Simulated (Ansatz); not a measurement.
Runs of Ansatz 0.2.0 on KI. Symmetry: Fm-3m, No. 225, cubic system. The conventional cell has a = 7.066 Å, b = 7.066 Å, c = 7.066 Å, α = 90.00°, β = 90.00°, γ = 90.00°. I (site symmetry m-3m) is surrounded by 6 K at 3.53 Å. Around K (site symmetry m-3m) lie 6 I at 3.53 Å. 

| task | level | cutoff (eV) | points for each segment of the path | gap on the mesh (eV) | pressure (GPa) | V0 of scaled cells (Å³/atom) | B0 (GPa) |
| --- | --- | --- | --- | --- | --- | --- | --- |
| band structure | LDA | 420 | 14 | (c) | -1.3 | - | - |
| equation of state | PBEsol | 420 | - | - | - | 43.00 | 12 |
| equation of state | r2SCAN | 500 | - | - | - | (b) | 12 |
| band structure | r2SCAN | 500 | 14 | 4.61 | (a) | - | - |
| band structure | PBEsol | 420 | 14 | 3.82 | -0.3 | - | - |

Alike in all rows: potentials or basis Ansatz PAW; no spin polarisation; cell as given; k mesh 7 × 7 × 7; smearing fermi-dirac 0.05 eV.

Fill in the values left out.

(a) 0.1; (b) 44.60; (c) 3.61.

Caveats: spin-orbit coupling is left out, which moves the levels of the heavy elements (some runs); the PAW data sets come from PBE, with cores solved anew for the run's functional, which leaves a small shift of forces and pressure (some runs); the PAW data sets were made with another functional, which shifts forces and pressure a little (some runs).

A k mesh can miss the band edges, and the runs leave out spin-orbit coupling on I.
